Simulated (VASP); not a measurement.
# CdSe (P6_3mc) in VASP: single point with r2SCAN

Aim: the single point of CdSe with r2SCAN.

Everything below comes from runs of VASP 6.6.1. Logs are shortened: lines on timing, memory, paths and dates and some standing lists are left out, and cuts for length are marked.

**Measured values to compare with.**

From a printed reference work, data compilation, for a bulk crystal of CdSe at 2 K: band gap 1.841 eV.

The results are compared with them further down.

**1. The cell of the first run**

The structure is hexagonal, space group P6_3mc (No. 186). Conventional cell: a = 4.339 Å, b = 4.339 Å, c = 7.081 Å, α = 90.00°, β = 90.00°, γ = 120.00°. Within 3.5 Å of Cd (site symmetry 3m) lie 4 Se at 2.66 Å. Within 3.5 Å of Se (site symmetry 3m) lie 4 Cd at 2.66 Å.

**2. Single point, r2SCAN**

Contents of POSCAR:

```
CdSe
1.0
    4.3390031862      0.0000000000      0.0000000000
   -2.1695015931      3.7576869863      0.0000000000
    0.0000000000      0.0000000000      7.0811144699
Cd Se
2 2
Direct
    0.6666666667      0.3333333333     -0.0003349498
    0.3333333333      0.6666666667      0.4996650502
    0.6666666667      0.3333333333      0.3753349498
    0.3333333333      0.6666666667      0.8753349498
```

Contents of INCAR.step1:

```
ALGO = Normal
EDIFF = 1E-4
ENCUT = 520
GGA = PE
ISMEAR = 0
ISYM = 0
LASPH = True
LCHARG = False
LREAL = False
LWAVE = True
NBANDS = 26
NELM = 80
PREC = Accurate
SIGMA = 0.1
```

Contents of INCAR.step2:

```
ALGO = Normal
EDIFF = 1E-6
ENCUT = 520
ISIF = 2
ISMEAR = 0
ISTART = 1
ISYM = 0
LASPH = True
LCHARG = False
LMIXTAU = True
LREAL = False
LWAVE = False
METAGGA = R2SCAN
NBANDS = 26
NELM = 80
PREC = Accurate
SIGMA = 0.1
```

Contents of KPOINTS:

```
k-points
0
Gamma
  10 10 6
```

Potentials or basis: VASP PAW PBE potentials, release 64 (Cd, Se).

Command:

```
cat potpaw_PBE.64/Cd/POTCAR potpaw_PBE.64/Se/POTCAR > POTCAR
cp INCAR.step1 INCAR
mpirun -np 1 vasp_std > vasp.out
cp INCAR.step2 INCAR
mpirun -np 1 vasp_std > vasp.out
```

OUTCAR:

```text
EDIFF = 1E-6
   ENCUT = 520
   ISIF = 2
   ISMEAR = 0
   ISTART = 1
   ISYM = 0
   LASPH = True
   LREAL = False
   METAGGA = R2SCAN
   NELM = 80
   PREC = Accurate

 ion  position               nearest neighbor table
   1  0.667  0.333  1.000-   4 2.66   4 2.66   4 2.66   3 2.66
   2  0.333  0.667  0.500-   3 2.66   3 2.66   3 2.66   4 2.66
   3  0.667  0.333  0.375-   2 2.66   2 2.66   2 2.66   1 2.66
   4  0.333  0.667  0.875-   1 2.66   1 2.66   1 2.66   2 2.66

IMPORTANT INFORMATION: All symmetrisations will be switched off!
NOSYMM: (Re-)initialisation of all symmetry stuff for point group C_1.

----------------------------------------------------------------------------------------

                                     Primitive cell

  volume of cell :     115.4549

  direct lattice vectors                    reciprocal lattice vectors
     4.339003186  0.000000000  0.000000000     0.230467680  0.133060577  0.000000000
    -2.169501593  3.757686986  0.000000000     0.000000000  0.266121155  0.000000000
     0.000000000  0.000000000  7.081114470     0.000000000  0.000000000  0.141220708

  length of vectors
     4.339003186  4.339003186  7.081114470     0.266121155  0.266121155  0.141220708

  position of ions in fractional coordinates (direct lattice)
     0.666666667  0.333333333  0.999665050
     0.333333333  0.666666667  0.499665050
     0.666666667  0.333333333  0.375334950
     0.333333333  0.666666667  0.875334950

  ion indices of the primitive-cell ions
   primitive index   ion index
                 1           1
                 2           2
                 3           3
                 4           4

----------------------------------------------------------------------------------------

 KPOINTS: k-points

Automatic generation of k-mesh.
 Grid dimensions read from file:
 generate k-points for:   10   10    6

 Generating k-lattice:

  Cartesian coordinates                     Fractional coordinates (reciprocal lattice)
     0.023046768  0.013306058  0.000000000     0.100000000  0.000000000  0.000000000
     0.000000000  0.026612115  0.000000000     0.000000000  0.100000000  0.000000000
     0.000000000  0.000000000  0.023536785     0.000000000  0.000000000  0.166666667

  Length of vectors
     0.026612115  0.026612115  0.023536785

  Shift w.r.t. Gamma in fractional coordinates (k-lattice)
     0.000000000  0.000000000  0.000000000

 Subroutine IBZKPT returns following result:
 ===========================================

 Found    304 irreducible k-points:

 Following reciprocal coordinates:
            Coordinates               Weight
  0.000000  0.000000  0.000000      1.000000
  0.100000  0.000000  0.000000      2.000000
  0.000000  0.100000  0.000000      2.000000
 -0.100000  0.100000  0.000000      2.000000
  0.200000  0.000000  0.000000      2.000000
  0.000000  0.200000  0.000000      2.000000
[... 16 lines left out ...]
 -0.200000  0.300000  0.000000      2.000000
  0.100000  0.200000  0.000000      2.000000
 [... further k-points ...]
   k-points           NKPTS =    304   k-points in BZ     NKDIM =    304   number of bands    NBANDS=     26
   number of dos      NEDOS =    301   number of ions     NIONS =      4
   total plane-waves  NPLWV =  55296
   dimension x,y,z NGX =    32 NGY =   32 NGZ =   54
   dimension x,y,z NGXF=    64 NGYF=   64 NGZF=  108
   ions per type =               2   2
   NGX,Y,Z   is equivalent  to a cutoff of  12.26, 12.26, 12.68 a.u.
   NGXF,Y,Z  is equivalent  to a cutoff of  24.52, 24.52, 25.36 a.u.
 SYSTEM =  unknown system
   PREC   = accura    normal or accurate (medium, high low for compatibility)
   ISTART =      1    job   : 0-new  1-cont  2-samecut
   ICHARG =      0    charge: 1-file 2-atom 10-const
   ISPIN  =      1    spin polarized calculation?
   LNONCOLLINEAR =      F non collinear calculations
   LSORBIT =      F    spin-orbit coupling
   LASPH  =      T    aspherical Exc in radial PAW
   ENCUT  =  520.0 eV  38.22 Ry    6.18 a.u.   8.07  8.07 13.17*2*pi/ulx,y,z
   NELM   =     80;   NELMIN=  2; NELMDL=  0     # of ELM steps
   EDIFF  = 0.1E-05   stopping-criterion for ELM
   LREAL  =      F    real-space projection
   EDIFFG = 0.1E-04   stopping-criterion for IOM
   NSW    =      0    number of steps for IOM
   IBRION =     -1    ionic relax: 0-MD 1-quasi-New 2-CG
   NFREE  =      0    steps in history (QN), initial steepest desc. (CG)
   ISIF   =      2    stress and relaxation
   ISYM   =      0    0-nonsym 1-usesym 2-fastsym
   POTIM  = 0.5000    time-step for ionic-motion
   TEBEG  =    0.0;   TEEND  =   0.0 temperature during run
   PSTRESS=    0.0 pullay stress
   NELECT =      36.0000    total number of electrons
   NUPDOWN=      -1.0000    fix difference up-down
   EMIN   =  10.00;   EMAX   =-10.00  energy-range for DOS
   EFERMI =   0.00;   METHOD = LEGACY
   ISMEAR =     0;   SIGMA  =   0.10  broadening in eV -4-tet -1-fermi 0-gaus
   EFERMI_NEDOS =   21; number of points for ismear=-14 and -15
   IALGO  =     38    algorithm
   IMIX   =      4    mixing-type and parameters
     AMIX     =   0.40;   BMIX     =  1.00
     AMIX_MAG =   1.60;   BMIX_MAG =  1.00
  volume/ion in A,a.u.               =      28.86       194.78
  Fermi-wavevector in a.u.,A,eV,Ry     =   1.110124  2.097831 16.767492  1.232376
  Thomas-Fermi vector in A             =   2.246672
   LORBIT       =      0    0 simple, 1 ext, 2 COOP (PROOUT), +10 PAW based schemes
   METAGGA = R2SCAN    functional components
   LHFCALC =     F    Hartree Fock is set to
   AEXX    =    0.0000 exact exchange contribution
   IVDW    =     0    specifies the selected vdW correction
   LEPSILON=     F    determine dielectric tensor
   LRPA    =     F    only Hartree local field effects (RPA)
 non-spin polarized calculation
 Gauss-broadening in eV      SIGMA  =   0.10
  energy-cutoff  :      520.00
  volume of cell :      115.45
 maximum number of plane-waves:      3124
   NGX = 17   NGY = 17   NGZ = 27

 number of electron      36.0000001 magnetization

 Free energy of the ion-electron system (eV)
  ---------------------------------------------------
  ext. energy  EPLUGINS =         0.00000000
  ---------------------------------------------------
  free energy    TOTEN  =       -71.83301879 eV

  energy without entropy =      -71.83301879  energy(sigma->0) =      -71.83301879

 E-fermi :   0.8780     XC(G=0):  -9.2975

 val. band max:        0.4448498177   @ k =   0.0000   0.0000   0.0000
 cond. band min:       1.5375893221   @ k =   0.0000   0.0000   0.0000
 fundamental gap:      1.0927395044
 Fermi energy:         0.8780220228

 k-point     1 :       0.0000    0.0000    0.0000
  band No.  band energies     occupation
      1     -12.4352      2.00000
      2     -12.0732      2.00000
      3      -7.6322      2.00000
      4      -7.6256      2.00000
      5      -7.6256      2.00000
      6      -7.5569      2.00000
[... 18 lines left out ...]
     25       7.9980      0.00000
     26       8.4946      0.00000

 k-point     2 :       0.1000    0.0000    0.0000
  band No.  band energies     occupation
      1     -12.4052      2.00000
      2     -12.0594      2.00000
      3      -7.6231      2.00000
      4      -7.6145      2.00000
      5      -7.6005      2.00000
      6      -7.5432      2.00000
[... 18 lines left out ...]
     25       8.2365      0.00000
     26       8.3033      0.00000

 k-point     3 :       0.0000    0.1000    0.0000
  band No.  band energies     occupation
      1     -12.4052      2.00000
      2     -12.0594      2.00000
      3      -7.6231      2.00000
      4      -7.6145      2.00000
      5      -7.6005      2.00000
      6      -7.5432      2.00000
[... 18 lines left out ...]
     25       8.2365      0.00000
     26       8.3033      0.00000

 k-point     4 :      -0.1000    0.1000    0.0000
  band No.  band energies     occupation
      1     -12.4052      2.00000
      2     -12.0594      2.00000
      3      -7.6231      2.00000
      4      -7.6145      2.00000
      5      -7.6005      2.00000
      6      -7.5432      2.00000
[... 18 lines left out ...]
     25       8.2365      0.00000
     26       8.3033      0.00000

 k-point     5 :       0.2000    0.0000    0.0000
  band No.  band energies     occupation
      1     -12.3244      2.00000
      2     -12.0249      2.00000
      3      -7.5975      2.00000
      4      -7.5875      2.00000
      5      -7.5309      2.00000
      6      -7.5024      2.00000
[... 18 lines left out ...]
     25       8.0494      0.00000
     26       8.8743      0.00000

 k-point     6 :       0.0000    0.2000    0.0000
  band No.  band energies     occupation
      1     -12.3244      2.00000
      2     -12.0249      2.00000
      3      -7.5975      2.00000
      4      -7.5875      2.00000
      5      -7.5309      2.00000
      6      -7.5024      2.00000
[... 427 lines left out ...]
 k-point    21 :      -0.1000    0.3000    0.0000
  band No.  band energies     occupation
      1     -12.2560      2.00000
      2     -11.9995      2.00000
      3      -7.5750      2.00000
      4      -7.5718      2.00000
      5      -7.4834      2.00000
      6      -7.4773      2.00000
[... 18 lines left out ...]
     25       8.5475      0.00000
     26       8.8598      0.00000

 k-point    22 :      -0.3000    0.2000    0.0000
  band No.  band energies     occupation
      1     -12.2560      2.00000
      2     -11.9995      2.00000
      3      -7.5750      2.00000
      4      -7.5718      2.00000
      5      -7.4834      2.00000
      6      -7.4773      2.00000
[... 18 lines left out ...]
     25       8.5475      0.00000
     26       8.8598      0.00000

 k-point    23 :      -0.2000    0.3000    0.0000
  band No.  band energies     occupation
      1     -12.2560      2.00000
      2     -11.9995      2.00000
      3      -7.5750      2.00000
      4      -7.5718      2.00000
      5      -7.4834      2.00000
      6      -7.4773      2.00000
[... 18 lines left out ...]
     25       8.5475      0.00000
     26       8.8598      0.00000

 k-point    24 :       0.1000    0.2000    0.0000
  band No.  band energies     occupation
      1     -12.2560      2.00000
      2     -11.9995      2.00000
      3      -7.5750      2.00000
      4      -7.5718      2.00000
      5      -7.4834      2.00000
      6      -7.4773      2.00000
[... 18 lines left out ...]
     25       8.5475      0.00000
     26       8.8598      0.00000

 [... further k-points ...]

------------------------ aborting loop because EDIFF is reached ----------------------------------------

  FORCE on cell =-STRESS in cart. coord.  units (eV):
  Direction    XX          YY          ZZ          XY          YZ          ZX
  --------------------------------------------------------------------------------------
  -------------------------------------------------------------------------------------
  Total        0.1783340      0.1783250      0.1769126     -0.0000086      0.0000000      0.0000000
  in kB        2.4747566      2.4746324      2.4550318     -0.0001188      0.0000001      0.0000001
  external PRESSURE =       2.4681403 kB  Pullay stress =       0.0000000 kB

 VOLUME and BASIS-vectors are now :
 -----------------------------------------------------------------------------
  energy-cutoff  :      520.00
  volume of cell :      115.45
      direct lattice vectors                 reciprocal lattice vectors
     4.339003186  0.000000000  0.000000000     0.230467680  0.133060577  0.000000000
    -2.169501593  3.757686986  0.000000000     0.000000000  0.266121155  0.000000000
     0.000000000  0.000000000  7.081114470     0.000000000  0.000000000  0.141220708

 POSITION                                       TOTAL-FORCE (eV/Angst)
 -----------------------------------------------------------------------------------
      2.16950      1.25256      7.07874        -0.000009      0.000006     -0.002331
     -0.00000      2.50512      3.53819         0.000009     -0.000005     -0.002331
      2.16950      1.25256      2.65779        -0.000011      0.000006      0.002331
     -0.00000      2.50512      6.19835         0.000011     -0.000006      0.002331
 -----------------------------------------------------------------------------------
    total drift:                               -0.000000     -0.000000     -0.003180

  FREE ENERGIE OF THE ION-ELECTRON SYSTEM (eV)
  ---------------------------------------------------
  free  energy   TOTEN  =       -71.8330187861 eV

  energy  without entropy=      -71.8330187861  energy(sigma->0) =      -71.83301879
```

Wall time 74 min (1 thread of Oxide Virtual Turin-like, shared host); peak memory 0.8 GiB.

What came out:

* Free energy: -71.8330 eV
* Pressure: 0.2 GPa
* Band gap on the k mesh: 1.09 eV

Forces in eV/Å, atoms in the order of the input:
```
Cd   0.000  0.000 -0.002
Cd   0.000  0.000 -0.002
Se   0.000  0.000  0.002
Se   0.000  0.000  0.002
```

Caveat: the PAW data sets were made with another functional, which shifts forces and pressure a little.

**3. How close it comes**

Step 2. Measured gap of CdSe: 1.841 eV (2 K; a printed reference work, data compilation). This calculation gives 1.09 eV (-0.75 eV). Spin-orbit coupling on Cd, Se is left out. The value is that of r2SCAN, without temperature or zero-point motion.
